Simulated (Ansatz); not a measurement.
# MgS (Niningerite) (Fm-3m) in Ansatz: notebook

The runs below take MgS (Niningerite) through single point, with PBEsol, HSE06, PBE0.

Program: Ansatz 0.2.0. These are calculated values, not measurements. Logs are shortened: lines on timing, memory, paths and dates and some standing lists are left out, and cuts for length are marked.

## (1) The crystal as given

The structure is cubic, space group Fm-3m (No. 225). Conventional cell: a = 5.203 Å, b = 5.203 Å, c = 5.203 Å, α = 90.00°, β = 90.00°, γ = 90.00°. S (site symmetry m-3m) is surrounded by 6 Mg at 2.60 Å. Around Mg (site symmetry m-3m) lie 6 S at 2.60 Å.

## (2) Single point, PBEsol

The input, input.yaml:

```yaml
crystal:
  lattice:
    - [0.0, 2.60165, 2.60165]
    - [2.60165, 0.0, 2.60165]
    - [2.60165, 2.60165, 0.0]
  atoms:
    - { symbol: S, position: [0.5, 0.5, 0.5] }
    - { symbol: Mg, position: [0.0, 0.0, 0.0] }
kpoints:
  mp_grid: { grid: [6, 6, 6] }
scf:
  occupations: { method: fermi_dirac, width: 0.05 }
hamiltonian:
  xc: pbesol
  pseudopotentials: { kind: all_electron, datasets: crystal }
output:
  forces: true
  stress: true
  eigenvalues: true
  elf: true
  volumetric_format: npy
```

Potentials or basis: all-electron PAW datasets made for the crystal.

Started as:

```
$ ansatz run input.yaml --threads 2 --pin off --max-ram 8192MiB --backend cpu --events-out ev --progress --plain --runs-dir out
```

The program printed:

```text
Warning: RAYON_NUM_THREADS=2 ignored (pool sized by the plan → 2); use --threads N
hamiltonian.pseudopotentials.datasets: crystal makes datasets for this crystal and solves the spheres of its atoms anew in each pass: cutoff 200.0 eV, the density's 800.0 eV; for an error of 0.50 meV an atom under PBE, 1.0 meV for the cell; an energy difference from a run of another recipe may be off by several times the error for the cell, under r2SCAN by more, where some 0.1 meV an atom stays at smaller errors; Mg in spheres of 1.222 Å, 2 of its electrons in bands, 8 on its site; S in spheres of 1.376 Å, 6 of its electrons in bands; only band paths and densities of states list, in semicore columns, the levels of the semicore shells that are solved separately: 2s of Mg, 2p of Mg
Engine: ansatz 0.2.0, aarch64-unknown-linux-gnu
Pseudopotentials: kind: all_electron
Pseudopotential: S, paw, valence charge 6, recommended cutoff 200 eV (normal), crystal/all_electron/pbesol/scalar/gaussian/S, Koelling and Harmon's equation, gaussian nucleus
Pseudopotential: Mg, paw, valence charge 10, recommended cutoff 200 eV (normal), crystal/all_electron/pbesol/scalar/gaussian/Mg, Koelling and Harmon's equation, gaussian nucleus
Functional definition: PBEsol
  exchange = pbesol_x
  correlation = pbesol_c
Crystal: 2 atoms, lattice volume = 35.219 Å³
Basis set: ecut = 200 eV, 259 PW (Γ), exchange–correlation on 36×36×36 points (8 copies of the dense FFT grid, shifted against one another)
Bands: 8, of which v1, the nominal top of the filled ones, is band 4 counted from 1 (3 counted from 0)
Symmetry: 48 space group operations
Space group: Fm-3m (ITA 225), of the structure as read, at distance tolerance 3.3e-5 Å
k-points: 16 of 216
Non-local potential: S, projectors of the file, l = 0: 1, l = 1: 1, l = 2: 2
Non-local potential: Mg, projectors of the file, l = 0: 1, l = 1: 1
PAW form: soft (Blöchl's): semilocal exchange-correlation on the pseudo side does not see the compensation charge
PAW one-centre angular grid: S, 110 points (default); XC on its mesh's 1989 points in the sphere
PAW one-centre angular grid: Mg, 110 points (default); XC on its mesh's 1975 points in the sphere
Initial density: superposition of atomic densities (neutral atoms: chi_scale 0, normalization atom)
Initial wavefunctions: pseudopotential atomic-orbital guess
Functional: x = pbesol(κ = 0.804, μ = 0.12345679012345678), c = pbesol(β = 0.046)
iter 1 solved again at ethr=1.41e-2 eV; its pass at ethr=1.00e-1 eV (dr2=1.13e0 eV) is discarded
SCF iter   1: F=—  HF=-16288.451015 eV  |F-HF|=—  |Δ(HF+E_count)|=         —  Δρ=4.08e-2  dr2=1.11e0  ethr=1.41e-2  ⟨swp⟩=2.4  Hψ=776  notcnv=0
preconditioner: auto → none  [insulator: Δε(μ)=3.577 eV  Ē_g=12.125 eV  σ=0.050 eV  W_gap=1.00  n_scr=8 (ndim 8)  ℏωp=17.7 eV  f_vac=0.000  D(μ)=0.00/eV (n_scr^D=0)  ε∞_Penn≈3.1]
iter 2 solved again at ethr=6.02e-4 eV; its pass at ethr=1.39e-2 eV (dr2=4.82e-2 eV) is discarded
SCF iter   2: F=—  HF=-16288.125547 eV  |F-HF|=—  |Δ(HF+E_count)|=   3.25e-1  Δρ=1.42e-2  dr2=4.88e-2  ethr=6.02e-4  ⟨swp⟩=2.2  Hψ=637  notcnv=0  defer=1
SCF iter   3: F=—  HF=-16288.129657 eV  |F-HF|=—  |Δ(HF+E_count)|=   4.11e-3  Δρ=5.51e-3  dr2=8.02e-3  ethr=6.02e-4  ⟨swp⟩=2.0  Hψ=256  notcnv=0
SCF iter   4: F=—  HF=-16288.131836 eV  |F-HF|=—  |Δ(HF+E_count)|=   2.18e-3  Δρ=4.64e-4  dr2=1.05e-4  ethr=1.00e-4  ⟨swp⟩=2.1  Hψ=196  notcnv=0  defer=1
SCF iter   5: F=—  HF=-16288.132118 eV  |F-HF|=—  |Δ(HF+E_count)|=   2.82e-4  Δρ=1.22e-4  dr2=4.92e-6  ethr=1.31e-6  ⟨swp⟩=3.0  Hψ=338  notcnv=0
SCF iter   6: F=—  HF=-16288.132114 eV  |F-HF|=—  |Δ(HF+E_count)|=   3.92e-6  Δρ=2.56e-5  dr2=2.99e-7  ethr=6.15e-8  ⟨swp⟩=2.1  Hψ=195  notcnv=0
SCF iter   7: F=-16288.132114 eV  HF=-16288.132114 eV  |F-HF|=7.71e-9  |Δ(HF+E_count)|=   2.26e-8  Δρ=4.56e-6  dr2=9.68e-9  ethr=3.74e-9  ⟨swp⟩=3.0  Hψ=238  notcnv=0
SCF 1 converged in 7 iterations: F = -16288.132112 eV  dr2 = 9.68e-9
  Residual-converged pass: ⟨swp⟩=2.9  Hψ=212  notcnv=0  max |occ|·‖R‖ = 5.1e-6 eV (tolerance 5.3e-6 eV)  dr2=1.02e-8  dr2_onsite=4.36e-9  max |Δocc| = 1.3e-16
SCF converged after 7 iterations
Free energy (F): -16288.132112 eV
Harris-Foulkes:  -16288.132113 eV  (|F-HF|=7.71e-9)
Internal energy: -16288.132112 eV  (E = F + TS)
E sigma→0 (E₀):  -16288.132112 eV
Past the cutoff: the bands carry plane waves up to 1.75 times it, of which those up to 1.5 times it add -0.000048 eV an atom, each by itself; the spheres take 0.000047 eV an atom off the energy for waves past 1.75 times it
By the cutoff:   a pressure is off by up to 0.005 GPa (1.2 times the spheres' own share and the shells' term, over an atom's volume, and 0.004 GPa: a bound that held against runs at twice the plane waves)
Past the cutoffs: a stress includes 0.0019 GPa for waves and charges beyond them, in addition to the slope of what the spheres take
In the spheres:  the bands' charges fall short by 7.5e-7 e at most (sound up to 1e-3), those of shells solved beside the bands by 2.6e-7 e (sound up to 5e-4)
Fermi energy:    8.007769 eV
--- Per-component energies (eV) ---
  E_band       = 17.248690
  E_kinetic    = 99.667914
  E_local      = -762.593451  (includes V_loc(G=0)·N_el)
  E_nonlocal   = 1.780254
  E_hartree    = 400.058421
  E_xc         = -77.106515
  E_vxc        = -98.109485  (∫ρ·V_xc dr)
  E_paw        = -17297.824514  (= ΣΔE_a)
  E_vpaw       = -2415.238185  (= ΣTr[D̂ρ^β])
  E_ewald      = -1043.740020
  E_smearing   = -0.000000  (= −TS)
  E_closure    = 2391.625800  (closes the sum)
  Σ components = -16288.132112   (vs F -16288.132112, Δ=1.82e-12)
  The terms above E_closure are by the made datasets' own strengths, without shells solved beside the bands.
--- Forces (eV/Å), atoms counted from 1 ---
  atom   1  S      0.00000000    -0.00000000    -0.00000000
  atom   2  Mg     0.00000000     0.00000000     0.00000000
  max |Σ_I F_I| component: 3.71e-30 eV/Å
--- Stress (GPa, compression-positive) ---
       -0.929358      -0.000000      -0.000000
        0.000000      -0.929358       0.000000
       -0.000000       0.000000      -0.929358
  P = ⅓ Tr σ = -0.9294 GPa (-9.294 kbar)
  It holds what live shells' own plane waves past their cutoff add
--- Band table (eV; the first three rows and the last of 16) ---
  k-point 0: bands = ["-6.0279", "6.6520", "6.6520", "6.6520", "10.2454", "14.4604"]
  k-point 1: bands = ["-5.7599", "4.9955", "6.4803", "6.4803", "11.3462", "14.1709"]
  k-point 2: bands = ["-5.1121", "2.7625", "6.1838", "6.1838", "11.2853", "13.8739"]
  k-point 15: bands = ["-4.2911", "2.8482", "4.0325", "4.4079", "10.9998", "12.7262"]
```

It took 1.2 s on 2 threads of Arm Neoverse V1, shared host; peak memory 0.36 GiB.

What came out:

| Quantity | Value |
| --- | --- |
| Free energy | -16288.1321 eV |
| Pressure | -0.9 GPa |
| Band gap on the k mesh | 2.70 eV, indirect (least direct gap 3.59 eV) |

A k mesh can miss the band edges. PBEsol gaps usually lie below the measured ones, often by a third to a half.

## (3) Single point, HSE06

Changes to input.yaml since step 2:

```diff
@@ -13,3 +13,3 @@
 hamiltonian:
-  xc: pbesol
+  xc: hse06
   pseudopotentials: { kind: all_electron, datasets: crystal }
@@ -18,4 +18 @@
   stress: true
-  eigenvalues: true
-  elf: true
-  volumetric_format: npy
```

Potentials or basis: all-electron PAW datasets made for the crystal.

Started as:

```
$ ansatz run input.yaml --threads 2 --pin off --max-ram 8192MiB --backend cpu --events-out ev --progress --plain --runs-dir out
```

The program printed:

```text
Warning: RAYON_NUM_THREADS=2 ignored (pool sized by the plan → 2); use --threads N
hamiltonian.pseudopotentials.datasets: crystal makes datasets for this crystal and solves the spheres of its atoms anew in each pass: cutoff 220.0 eV, the density's 880.0 eV;, for an error of 0.50 meV an atom under PBE, 1.0 meV for the cell; an energy difference from a run of another recipe may be off by several times the error for the cell, under r2SCAN by more, where some 0.1 meV an atom stays at smaller errors; Mg in spheres of 1.259 Å, 10 of its electrons in bands; S in spheres of 1.339 Å, 6 of its electrons in bands
[... 2 set-up lines as earlier in the session ...]
Pseudopotential: S, paw, valence charge 6, recommended cutoff 220 eV (normal), crystal/all_electron/pbe/scalar/gaussian/S, Koelling and Harmon's equation, gaussian nucleus
Pseudopotential: Mg, paw, valence charge 10, recommended cutoff 220 eV (normal), crystal/all_electron/pbe/scalar/gaussian/Mg, Koelling and Harmon's equation, gaussian nucleus
Functional definition: HSE06
  parameter a = 0.25
  parameter omega = 0.11/bohr
  exchange = pbe_x - a*pbe_x_sr(omega) + a*exact_x_sr(omega)
  correlation = pbe_c
Crystal: 2 atoms, lattice volume = 35.219 Å³
Basis set: ecut = 220 eV, 259 PW (Γ), exchange–correlation on 36×36×36 points (8 copies of the dense FFT grid, shifted against one another)
Bands: 12, of which v1, the nominal top of the filled ones, is band 8 counted from 1 (7 counted from 0)
[... 2 set-up lines as earlier in the session ...]
k-points: 16 of 216
[... 1 set-up line as earlier in the session ...]
Non-local potential: Mg, projectors of the file, l = 0: 3, l = 1: 3
[... 1 set-up line as earlier in the session ...]
PAW one-centre angular grid: S, 110 points (default); XC on its mesh's 1979 points in the sphere
PAW one-centre angular grid: Mg, 110 points (default); XC on its mesh's 1985 points in the sphere
[... 1 set-up line as earlier in the session ...]
[... 28 lines left out ...]
Past the cutoffs: a stress includes 0.0034 GPa for waves and charges beyond them, in addition to the slope of what the spheres take
In the spheres:  the bands' charges fall short by 1.0e-5 e at most (sound up to 1e-3)
Fermi energy:    7.943743 eV
--- Per-component energies (eV) ---
  E_band       = -369.471265
  E_kinetic    = 114.555214
  E_local      = -756.986204  (includes V_loc(G=0)·N_el)
  E_nonlocal   = -726.973653
  E_hartree    = 388.800218
  E_xc         = -62.300150
  E_vxc        = -79.988202  (∫ρ·V_xc dr)
  E_exx        = -62.970220  (= α·E_x^exact, valence–valence)
  E_paw        = -16914.325072  (= ΣΔE_a)
  E_vpaw       = -2317.754716  (= ΣTr[D̂ρ^β])
  E_ewald      = -1043.740020
  E_smearing   = -0.000000  (= −TS)
  E_closure    = 2746.016607  (closes the sum)
  Σ components = -16317.923280   (vs F -16317.923280, Δ=1.82e-12)
  The terms above E_closure are by the made datasets' own strengths, without shells solved beside the bands.
--- Forces (eV/Å), atoms counted from 1 ---
  atom   1  S     -0.00000000     0.00000000    -0.00000000
  atom   2  Mg    -0.00000000    -0.00000000     0.00000000
  max |Σ_I F_I| component: 2.85e-17 eV/Å
--- Stress (GPa, compression-positive) ---
       -0.424813      -0.000000       0.000000
       -0.000000      -0.424813      -0.000000
       -0.000000       0.000000      -0.424813
  P = ⅓ Tr σ = -0.4248 GPa (-4.248 kbar)
--- Band table (eV; the first three rows and the last of 16) ---
  k-point 0: bands = ["-73.6421", "-38.5444", "-38.5444", "-38.5444", "-7.9198", "6.0403", "6.0403", "6.0403", "10.8624"]
  k-point 1: bands = ["-73.6420", "-38.5462", "-38.5445", "-38.5445", "-7.6295", "4.3160", "5.8564", "5.8564", "11.9699"]
  k-point 2: bands = ["-73.6418", "-38.5498", "-38.5449", "-38.5449", "-6.9293", "1.8760", "5.5349", "5.5349", "11.8662"]
  k-point 15: bands = ["-73.6414", "-38.5501", "-38.5481", "-38.5470", "-6.0405", "1.9442", "3.2354", "3.6774", "11.5400"]
```

It took 30 s on 2 threads of Arm Neoverse V1, shared host; peak memory 0.61 GiB.

What came out:

| Property | Result |
| --- | --- |
| Free energy | -16317.9233 eV |
| Pressure | -0.4 GPa |
| Band gap on the k mesh | 3.80 eV, indirect (least direct gap 4.82 eV) |

Levels at points of the mesh, in eV from the valence-band top:
| k point | band 6 | band 7 | band 8 | band 9 |
| --- | --- | --- | --- | --- |
| (0.00, 0.00, 0.00) | 0.00 | 0.00 | 0.00 | 4.82 |
| (0.00, 0.00, -0.50) | -5.26 | -0.65 | -0.65 | 5.56 |
| (0.00, -0.50, -0.50) | -4.59 | -1.84 | -1.84 | 3.80 |

A k mesh can miss the band edges.

## (4) Single point, PBE0

Changes to input.yaml since step 3:

```diff
@@ -13,3 +13,3 @@
 hamiltonian:
-  xc: hse06
+  xc: pbe0
   pseudopotentials: { kind: all_electron, datasets: crystal }
```

Started as:

```
$ ansatz run input.yaml --threads 2 --pin off --max-ram 8192MiB --backend cpu --events-out ev --progress --plain --runs-dir out
```

It took 30 s on 2 threads of Arm Neoverse V1, shared host; peak memory 0.62 GiB.

It converged, with:

```
Free energy            : -16318.2821 eV
Pressure               : -0.4 GPa
Band gap on the k mesh : 4.52 eV, indirect (least direct gap 5.52 eV)
```

Levels at points of the mesh, in eV from the valence-band top:
| k point | band 5 | band 6 | band 7 | band 8 | band 9 |
| --- | --- | --- | --- | --- | --- |
| (0.00, 0.00, 0.00) | -14.02 | 0.00 | 0.00 | 0.00 | 5.52 |
| (0.00, 0.00, -0.50) | -12.58 | -5.32 | -0.65 | -0.65 | 6.27 |
| (0.00, -0.50, -0.50) | -12.17 | -4.64 | -1.86 | -1.86 | 4.52 |

## (5) The runs side by side

```csv
level,cutoff (eV),gap on the mesh (eV),pressure (GPa)
PBEsol,200,2.70,-0.9
HSE06,220,3.80,-0.4
PBE0,220,4.52,-0.4
```

Alike in all rows: task single point; potentials or basis all-electron PAW datasets made for the crystal; no spin polarisation; cell as given; k mesh 6 × 6 × 6; smearing fermi-dirac 0.05 eV.

On the cell as given the gap runs from 2.70 eV (PBEsol) to 4.52 eV (PBE0). The pressure there spans -0.9 GPa (PBEsol) to -0.4 GPa (PBE0); a positive pressure means that this level wants a larger cell, a negative one a smaller.

Compare energies only between runs with the same functional and basis.
